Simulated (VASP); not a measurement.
# SnTe (F-43m) in VASP: further runs

One crystal, SnTe, is run at these levels: PBE; tasks: single point.

All numbers are computed with VASP 6.6.1; they aren't measurements. Logs are shortened: lines on timing, memory, paths and dates and some standing lists are left out, and cuts for length are marked.

## (1) The structure

Symmetry: F-43m, No. 216, cubic system. Conventional cell: a = 7.222 Å, b = 7.222 Å, c = 7.222 Å, α = 90.00°, β = 90.00°, γ = 90.00°. Around Te (site symmetry -43m) lie 4 Sn at 3.13 Å. Around Sn (site symmetry -43m) lie 4 Te at 3.13 Å.

Measurements of this composition are mostly on another form, of space group No. 225.

## (2) Single point, PBE, spin-orbit coupling, no magnetisation

INCAR

```
ALGO = Normal ; EDIFF = 1E-7
ENCUT = 280 ; GGA = PE
GGA_COMPAT = False ; ISIF = 2
ISMEAR = 0 ; LASPH = True
LCHARG = False ; LORBIT = 11
LREAL = False ; LSORBIT = True
LWAVE = False ; MAGMOM = 0 0 0 0 0 0
NBANDS = 36 ; NELM = 100
PREC = Accurate ; SIGMA = 0.02
```

KPOINTS

```
k-points
0
Gamma
  3 3 3
```

POSCAR

```
SnTe
1.0
    0.0000000000      3.6111460000      3.6111460000
    3.6111460000      0.0000000000      3.6111460000
    3.6111460000      3.6111460000      0.0000000000
Te Sn
1 1
Direct
    0.2500000000      0.2500000000      0.2500000000
    0.0000000000      0.0000000000      0.0000000000
```

Potentials or basis: VASP PAW PBE potentials, release 64 (Te, Sn_d).

On the command line:

```
cat potpaw_PBE.64/Te/POTCAR potpaw_PBE.64/Sn_d/POTCAR > POTCAR
mpirun -np 1 vasp_ncl > vasp.out
```

OUTCAR:

```text
EDIFF = 1E-7
   ENCUT = 280
   GGA = PE
   ISIF = 2
   ISMEAR = 0
   LASPH = True
   LORBIT = 11
   LREAL = False
   LSORBIT = True
   NELM = 100
   PREC = Accurate

 Found      5 irreducible k-points:

 Following reciprocal coordinates:
            Coordinates               Weight
  0.000000  0.000000  0.000000      1.000000
  0.333333  0.000000  0.000000      4.000000
 -0.333333  0.000000  0.000000      4.000000
  0.333333  0.333333  0.000000      6.000000
 -0.333333  0.333333  0.000000     12.000000
   k-points           NKPTS =      5   k-points in BZ     NKDIM =      5   number of bands    NBANDS=     36
   number of dos      NEDOS =    301   number of ions     NIONS =      2
   total plane-waves  NPLWV =  21952
   dimension x,y,z NGX =    28 NGY =   28 NGZ =   28
   dimension x,y,z NGXF=    56 NGYF=   56 NGZF=   56
   ions per type =               1   1
   NGX,Y,Z   is equivalent  to a cutoff of   9.11,  9.11,  9.11 a.u.
   NGXF,Y,Z  is equivalent  to a cutoff of  18.23, 18.23, 18.23 a.u.
 SYSTEM =  unknown system
   PREC   = accura    normal or accurate (medium, high low for compatibility)
   ISTART =      0    job   : 0-new  1-cont  2-samecut
   ICHARG =      2    charge: 1-file 2-atom 10-const
   ISPIN  =      1    spin polarized calculation?
   LNONCOLLINEAR =      T non collinear calculations
   LSORBIT =      T    spin-orbit coupling
   LASPH  =      T    aspherical Exc in radial PAW
   ENCUT  =  280.0 eV  20.58 Ry    4.54 a.u.   6.97  6.97  6.97*2*pi/ulx,y,z
   NELM   =    100;   NELMIN=  2; NELMDL= -5     # of ELM steps
   EDIFF  = 0.1E-06   stopping-criterion for ELM
   LREAL  =      F    real-space projection
   EDIFFG = 0.1E-05   stopping-criterion for IOM
   NSW    =      0    number of steps for IOM
   IBRION =     -1    ionic relax: 0-MD 1-quasi-New 2-CG
   NFREE  =      0    steps in history (QN), initial steepest desc. (CG)
   ISIF   =      2    stress and relaxation
   ISYM   =      2    0-nonsym 1-usesym 2-fastsym
   POTIM  = 0.5000    time-step for ionic-motion
   TEBEG  =    0.0;   TEEND  =   0.0 temperature during run
   PSTRESS=    0.0 pullay stress
   NELECT =      20.0000    total number of electrons
   NUPDOWN=      -1.0000    fix difference up-down
   EMIN   =  10.00;   EMAX   =-10.00  energy-range for DOS
   EFERMI =   0.00;   METHOD = LEGACY
   ISMEAR =     0;   SIGMA  =   0.02  broadening in eV -4-tet -1-fermi 0-gaus
   EFERMI_NEDOS =   21; number of points for ismear=-14 and -15
   IALGO  =     38    algorithm
   IMIX   =      4    mixing-type and parameters
     AMIX     =   0.40;   BMIX     =  1.00
     AMIX_MAG =   1.60;   BMIX_MAG =  1.00
  volume/ion in A,a.u.               =      47.09       317.78
  Fermi-wavevector in a.u.,A,eV,Ry     =   0.976704  1.845704 12.979296  0.953951
  Thomas-Fermi vector in A             =   2.107344
   LORBIT       =     11    0 simple, 1 ext, 2 COOP (PROOUT), +10 PAW based schemes
   GGA     = PE    functional components
   LHFCALC =     F    Hartree Fock is set to
   AEXX    =    0.0000 exact exchange contribution
   IVDW    =     0    specifies the selected vdW correction
   LEPSILON=     F    determine dielectric tensor
   LRPA    =     F    only Hartree local field effects (RPA)
 Gauss-broadening in eV      SIGMA  =   0.02
  energy-cutoff  :      280.00
  volume of cell :       94.18
 maximum number of plane-waves:      2036
   NGX = 13   NGY = 13   NGZ = 13

 number of electron      19.9999963 magnetization       0.0000000      0.0000000      0.0000000

 number of electron      19.9999963 magnetization      -0.0000000     -0.0000000     -0.0000000

 number of electron      19.9999963 magnetization      -0.0000000      0.0000000     -0.0000000

 number of electron      19.9999963 magnetization       0.0000000      0.0000000     -0.0000000

 Free energy of the ion-electron system (eV)
  ---------------------------------------------------
  ext. energy  EPLUGINS =         0.00000000
  ---------------------------------------------------
  free energy    TOTEN  =        -7.33871255 eV

  energy without entropy =       -7.33871255  energy(sigma->0) =       -7.33871255

 E-fermi :   2.8385     XC(G=0):  -7.4737

 val. band max:        2.6756091847   @ k =  -0.3333   0.3333   0.0000
 cond. band min:       3.3826213897   @ k =   0.3333   0.3333   0.0000
 fundamental gap:      0.7070122050
 Fermi energy:         2.8384873133

 k-point     1 :       0.0000    0.0000    0.0000
  band No.  band energies     occupation
      1     -19.2148      1.00000
      2     -19.2148      1.00000
      3     -19.2148      1.00000
      4     -19.2148      1.00000
      5     -18.1811      1.00000
      6     -18.1811      1.00000
      7     -18.1750      1.00000
      8     -18.1750      1.00000
      9     -18.1750      1.00000
     10     -18.1750      1.00000
     11      -8.4038      1.00000
     12      -8.4038      1.00000
     13      -2.0276      1.00000
     14      -2.0276      1.00000
     15       0.6882      1.00000
     16       0.6882      1.00000
     17       1.4344      1.00000
     18       1.4344      1.00000
     19       1.4344      1.00000
     20       1.4344      1.00000
     21       3.8182      0.00000
     22       3.8182      0.00000
     23       4.3325      0.00000
     24       4.3325      0.00000
     25       4.3325      0.00000
     26       4.3325      0.00000
     27       7.2647      0.00000
     28       7.2647      0.00000
     29       9.5965      0.00000
     30       9.5965      0.00000
     31       9.5965      0.00000
     32       9.5965      0.00000

 k-point     2 :       0.3333    0.0000    0.0000
  band No.  band energies     occupation
      1     -19.2148      1.00000
      2     -19.2147      1.00000
      3     -19.2147      1.00000
      4     -19.2146      1.00000
      5     -18.1808      1.00000
      6     -18.1808      1.00000
      7     -18.1758      1.00000
      8     -18.1758      1.00000
      9     -18.1744      1.00000
     10     -18.1741      1.00000
     11      -8.0279      1.00000
     12      -8.0279      1.00000
     13      -3.4362      1.00000
     14      -3.4362      1.00000
     15       0.4812      1.00000
     16       0.4812      1.00000
     17       1.0009      1.00000
     18       1.0023      1.00000
     19       1.2251      1.00000
     20       1.2251      1.00000
     21       4.6561      0.00000
     22       4.6561      0.00000
     23       5.0054      0.00000
     24       5.0084      0.00000
     25       5.5690      0.00000
     26       5.5690      0.00000
     27       8.6525      0.00000
     28       8.6525      0.00000
     29       9.2076      0.00000
     30       9.2076      0.00000
     31       9.2498      0.00000
     32       9.2623      0.00000

 k-point     3 :      -0.3333    0.0000    0.0000
  band No.  band energies     occupation
      1     -19.2148      1.00000
      2     -19.2147      1.00000
      3     -19.2147      1.00000
      4     -19.2146      1.00000
      5     -18.1808      1.00000
      6     -18.1808      1.00000
      7     -18.1758      1.00000
      8     -18.1758      1.00000
      9     -18.1744      1.00000
     10     -18.1741      1.00000
     11      -8.0279      1.00000
     12      -8.0279      1.00000
     13      -3.4362      1.00000
     14      -3.4362      1.00000
     15       0.4812      1.00000
     16       0.4812      1.00000
     17       1.0009      1.00000
     18       1.0023      1.00000
     19       1.2251      1.00000
     20       1.2251      1.00000
     21       4.6561      0.00000
     22       4.6561      0.00000
     23       5.0054      0.00000
     24       5.0084      0.00000
     25       5.5690      0.00000
     26       5.5690      0.00000
     27       8.6525      0.00000
     28       8.6525      0.00000
     29       9.2076      0.00000
     30       9.2076      0.00000
     31       9.2498      0.00000
     32       9.2623      0.00000

 k-point     4 :       0.3333    0.3333    0.0000
  band No.  band energies     occupation
      1     -19.2152      1.00000
      2     -19.2152      1.00000
      3     -19.2141      1.00000
      4     -19.2141      1.00000
      5     -18.1811      1.00000
      6     -18.1811      1.00000
      7     -18.1749      1.00000
      8     -18.1749      1.00000
      9     -18.1748      1.00000
     10     -18.1747      1.00000
     11      -7.8866      1.00000
     12      -7.8866      1.00000
     13      -3.7197      1.00000
     14      -3.7197      1.00000
     15       0.0673      1.00000
     16       0.0673      1.00000
     17       0.3434      1.00000
     18       0.3434      1.00000
     19       2.4170      1.00000
     20       2.4170      1.00000
     21       3.3826      0.00000
     22       3.3826      0.00000
     23       6.1744      0.00000
     24       6.1744      0.00000
     25       6.2192      0.00000
     26       6.2192      0.00000
     27       7.7037      0.00000
     28       7.7037      0.00000
     29      10.1292      0.00000
     30      10.1292      0.00000
     31      10.6595      0.00000
     32      10.6595      0.00000

 k-point     5 :      -0.3333    0.3333    0.0000
  band No.  band energies     occupation
      1     -19.2157      1.00000
      2     -19.2149      1.00000
      3     -19.2141      1.00000
      4     -19.2135      1.00000
      5     -18.1821      1.00000
      6     -18.1792      1.00000
      7     -18.1760      1.00000
      8     -18.1750      1.00000
      9     -18.1741      1.00000
     10     -18.1741      1.00000
     11      -7.7153      1.00000
     12      -7.7097      1.00000
     13      -4.1094      1.00000
     14      -4.0546      1.00000
     15      -0.5724      1.00000
     16      -0.3412      1.00000
     17       0.2993      1.00000
     18       0.3646      1.00000
     19       2.4363      1.00000
     20       2.6756      1.00000
     21       4.7595      0.00000
     22       4.7879      0.00000
     23       5.8432      0.00000
     24       5.9099      0.00000
     25       5.9470      0.00000
     26       6.0516      0.00000
     27       7.8439      0.00000
     28       7.8670      0.00000
     29       9.3225      0.00000
     30       9.3321      0.00000
     31      10.4292      0.00000
     32      10.4539      0.00000
 [bands above 32 left out]

------------------------ aborting loop because EDIFF is reached ----------------------------------------

  FORCE on cell =-STRESS in cart. coord.  units (eV):
  Direction    XX          YY          ZZ          XY          YZ          ZX
  --------------------------------------------------------------------------------------
  -------------------------------------------------------------------------------------
  Total       -0.4979395     -0.4979395     -0.4979395     -0.0000000     -0.0000000      0.0000000
  in kB       -8.4707536     -8.4707536     -8.4707536     -0.0000000     -0.0000000      0.0000000
  external PRESSURE =      -8.4707536 kB  Pullay stress =       0.0000000 kB

 VOLUME and BASIS-vectors are now :
 -----------------------------------------------------------------------------
  energy-cutoff  :      280.00
  volume of cell :       94.18
      direct lattice vectors                 reciprocal lattice vectors
     0.000000000  3.611146000  3.611146000    -0.138460201  0.138460201  0.138460201
     3.611146000  0.000000000  3.611146000     0.138460201 -0.138460201  0.138460201
     3.611146000  3.611146000  0.000000000     0.138460201  0.138460201 -0.138460201

 POSITION                                       TOTAL-FORCE (eV/Angst)
 -----------------------------------------------------------------------------------
      1.80557      1.80557      1.80557        -0.000000     -0.000000     -0.000000
      0.00000      0.00000      0.00000         0.000000      0.000000      0.000000
 -----------------------------------------------------------------------------------
    total drift:                                0.000000      0.000000      0.000000

  FREE ENERGIE OF THE ION-ELECTRON SYSTEM (eV)
  ---------------------------------------------------
  free  energy   TOTEN  =        -7.3387125504 eV

  energy  without entropy=       -7.3387125504  energy(sigma->0) =       -7.33871255

 Spin-Orbit-Coupling matrix elements

 Ion:    1  E_soc:     -0.2229781
 l=   1
     0.0000000    -0.0371590    -0.0371590
    -0.0371590     0.0000000    -0.0371590
    -0.0371590    -0.0371590     0.0000000
 l=   2
     0.0000000     0.0000102     0.0000000     0.0000102    -0.0000142
     0.0000102     0.0000000    -0.0000106     0.0000102    -0.0000035
     0.0000000    -0.0000106     0.0000000    -0.0000106     0.0000000
     0.0000102     0.0000102    -0.0000106     0.0000000    -0.0000035
    -0.0000142    -0.0000035     0.0000000    -0.0000035     0.0000000
 l=   3
     0.0000000     0.0000000     0.0000000     0.0000000     0.0000000     0.0000000     0.0000000
     0.0000000     0.0000000     0.0000000     0.0000000     0.0000000     0.0000000     0.0000000
     0.0000000     0.0000000     0.0000000     0.0000000     0.0000000     0.0000000     0.0000000
     0.0000000     0.0000000     0.0000000     0.0000000     0.0000000     0.0000000     0.0000000
     0.0000000     0.0000000     0.0000000     0.0000000     0.0000000     0.0000000     0.0000000
     0.0000000     0.0000000     0.0000000     0.0000000     0.0000000     0.0000000     0.0000000
     0.0000000     0.0000000     0.0000000     0.0000000     0.0000000     0.0000000     0.0000000

 Ion:    2  E_soc:     -0.1036143
 l=   1
     0.0000000    -0.0112401    -0.0112401
    -0.0112401     0.0000000    -0.0112401
    -0.0112401    -0.0112401     0.0000000
 l=   2
     0.0000000    -0.0012244     0.0000000    -0.0012244    -0.0048046
    -0.0012244     0.0000000    -0.0036034    -0.0012244    -0.0012011
     0.0000000    -0.0036034     0.0000000    -0.0036034     0.0000000
    -0.0012244    -0.0012244    -0.0036034     0.0000000    -0.0012011
    -0.0048046    -0.0012011     0.0000000    -0.0012011     0.0000000
 l=   3
     0.0000000     0.0000000     0.0000000     0.0000000     0.0000000     0.0000000     0.0000000
     0.0000000     0.0000000     0.0000000     0.0000000     0.0000000     0.0000000     0.0000000
     0.0000000     0.0000000     0.0000000     0.0000000     0.0000000     0.0000000     0.0000000
     0.0000000     0.0000000     0.0000000     0.0000000     0.0000000     0.0000000     0.0000000
     0.0000000     0.0000000     0.0000000     0.0000000     0.0000000     0.0000000     0.0000000
     0.0000000     0.0000000     0.0000000     0.0000000     0.0000000     0.0000000     0.0000000
     0.0000000     0.0000000     0.0000000     0.0000000     0.0000000     0.0000000     0.0000000

 total charge

# of ion       s       p       d       tot
------------------------------------------
    1        1.392   1.939   0.017   3.348
    2        1.394   0.700   9.950  12.044
--------------------------------------------------
tot          2.786   2.639   9.967  15.392

 magnetization (x)

# of ion       s       p       d       tot
------------------------------------------
    1        0.000   0.000   0.000   0.000
    2        0.000   0.000  -0.000   0.000
--------------------------------------------------
tot          0.000   0.000   0.000   0.000

 magnetization (y)

# of ion       s       p       d       tot
------------------------------------------
    1        0.000   0.000   0.000   0.000
    2       -0.000   0.000  -0.000  -0.000
--------------------------------------------------
tot         -0.000   0.000   0.000  -0.000

 magnetization (z)

# of ion       s       p       d       tot
------------------------------------------
    1        0.000  -0.000   0.000  -0.000
    2        0.000  -0.000   0.000  -0.000
--------------------------------------------------
tot          0.000  -0.000   0.000  -0.000
```

It took 30 s on 1 thread of Intel Xeon Platinum 8488C (Sapphire Rapids), shared host; peak memory 0.23 GiB.

The run converged, but some of its settings lie outside the range that counts as converged, so its numbers aren't taken as properties of the crystal.

What came out:

| Quantity | Value |
| --- | --- |
| Free energy | -7.3387 eV |
| Pressure | -0.8 GPa |
| Valence electrons inside the program's atomic spheres | Te 3.35; Sn 12.04 |

Caveat: the k mesh is coarse (spacing up to 0.50 Å⁻¹), so the values aren't converged; the cutoff is under 1.25 times the usual one of these potentials, so pressure, stress and relaxed cells hold a basis-set (Pulay) error.

## (3) Single point, PBE, spin-orbit coupling, no magnetisation

Edit INCAR of step 2 so:

```diff
@@ -1,3 +1,3 @@
 ALGO = Normal ; EDIFF = 1E-7
-ENCUT = 280 ; GGA = PE
+ENCUT = 340 ; GGA = PE
 GGA_COMPAT = False ; ISIF = 2
```

KPOINTS is that of step 2.

POSCAR is that of step 2.

Potentials or basis: VASP PAW PBE potentials, release 64 (Te, Sn_d).

On the command line:

```
cat potpaw_PBE.64/Te/POTCAR potpaw_PBE.64/Sn_d/POTCAR > POTCAR
mpirun -np 1 vasp_ncl > vasp.out
```

Run time: 56 s. Hardware: 1 thread of Intel Xeon Platinum 8488C (Sapphire Rapids), shared host; peak memory 0.29 GiB.

The run converged, but some of its settings lie outside the range that counts as converged, so its numbers aren't taken as properties of the crystal.

What came out:

```yaml
Free_energy: -7.3381 eV
Pressure: -0.9 GPa
Valence_electrons_inside_the_program's_atomic_spheres: Te 3.35; Sn 12.05
```

Caveat: the k mesh is coarse (spacing up to 0.50 Å⁻¹), so the values aren't converged.

## (4) The reference run

An earlier run on the cell as given: functional PBEsol; potentials or basis VASP PAW PBE potentials, release 64 (Te, Sn_d); cutoff 520 eV; k mesh 7 × 7 × 7; occupations fermi-dirac, width 0.05 eV; no spin polarisation.

* Pressure: -1.4 GPa
* Band gap on the k mesh: 0.28 eV, indirect (least direct gap 0.79 eV)
